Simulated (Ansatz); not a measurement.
AgCl in the rocksalt structure, relaxed with r2SCAN in the plane-wave code Ansatz: it is cubic, Fm-3m (No. 225); conventional cell a = 5.546 Å, 21.33 Å³ an atom. Ag has 6 Cl at 2.77 Å; Cl has 6 Ag at 2.77 Å. The cell was then strained (x, y and z are the cube axes), with the atoms relaxed again; stress is positive in compression. The values are computed, spin-unpolarised, and not measurements.

- Uniaxial +1.0 % along z, other directions held: r2SCAN's stress changes by -0.65 GPa along the strain and -0.39 GPa across it.
- Isotropic -0.5 % on every length: the pressure changes by +0.79 GPa.
- Epitaxial strain of -1.0 % in the (001) plane: the free normal strain is +1.13 % and the in-plane stress changes by +0.73 GPa.
- Uniaxial strain of -1.95 % along [111], atoms relaxed: the xy stress changes by +0.064 GPa.

Question: Estimate C₁₁, C₁₂ and the bulk modulus from the uniaxial step.

Answer: With compression positive, C₁₁ ≈ −Δσ∥/ε = (+0.65)/(+0.0100) = 65 GPa and C₁₂ ≈ (+0.39)/(+0.0100) = 39 GPa; B = (C₁₁ + 2C₁₂)/3 = 48 GPa. A one-sided step carries third-order terms: it reads low by some per cent.

Question: What bulk modulus does the isotropic step give?

Answer: Δ ln V = 3 ln(0.9950) = -0.0150, so B ≈ −ΔP/Δ ln V = 53 GPa, against 48 GPa from C₁₁ and C₁₂; one-sided steps of finite size carry third-order terms.

Question: What do the film's normal strain and stress say about the elastic constants?

Answer: ε⊥/ε∥ = (+0.0113)/(-0.0100) = -1.13, which linear elasticity sets to −2C₁₂/C₁₁ = -1.20 from the uniaxial step. The biaxial modulus is M = −Δσ/ε∥ = 73 GPa (C₁₁ + C₁₂ − 2C₁₂²/C₁₁ = 57 GPa).

Question: How much elastic energy does the film store, with 21.33 Å³ an atom?

Answer: u = M ε∥² = −Δσ ε∥ = -0.73 × (-0.0100) = 0.0073 GPa, and 1 GPa Å³ is 6.2415 meV: 0.97 meV an atom. The total energies of the two runs differ by 0.86 meV an atom.

Question: Estimate C₄₄.

Answer: A strain ε along [111] has ε_xy = ε/3 = -0.00650, an engineering shear of 2ε/3, so C₄₄ ≈ −Δσ_xy/(2ε/3) = 5 GPa, atoms relaxed.
